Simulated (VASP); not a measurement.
Runs of VASP 6.6.1 on Bi2Te3 (Tellurobismuthite). The structure is trigonal, space group R-3m (No. 166). Conventional cell: a = 4.386 Å, b = 4.386 Å, c = 30.497 Å, α = 90.00°, β = 90.00°, γ = 120.00°. Bi (site symmetry 3m) has 6 Te at 3.07 to 3.25 Å as nearest neighbours. Te (site symmetry 3m) is surrounded by 3 Bi at 3.07 Å. Te (site symmetry -3m) is surrounded by 6 Bi at 3.25 Å. 

```tsv
level	potentials or basis	gap on the mesh (eV)	pressure (GPa)	largest force (eV/Å)
LDA	VASP PAW LDA potentials, release 64 (Bi_d, Te)	0.19	-1.7	(b)
r2SCAN	VASP PAW PBE potentials, release 64 (Bi_d, Te)	0.51	(a)	(c)
PBEsol	VASP PAW PBE potentials, release 64 (Bi_d, Te)	0.23	-0.6	0.10
TB-mBJ	VASP PAW PBE potentials, release 64 (Bi_d, Te)	0.66	-	-
```

Alike in all rows: task band structure; no spin polarisation; cell as given; k mesh 8 × 8 × 8; cutoff (eV) 520; smearing gaussian 0.02 eV.

Q: Fill in the values left out.

A: (a) 1.3; (b) 0.16; (c) 0.27.

Caveats: spin-orbit coupling is left out, which as a rule narrows the gap of such compounds by several tenths of an eV; the PAW data sets were made with another functional, which shifts forces and pressure a little (some runs).

A k mesh can miss the band edges, and the runs leave out spin-orbit coupling on Bi, Te.
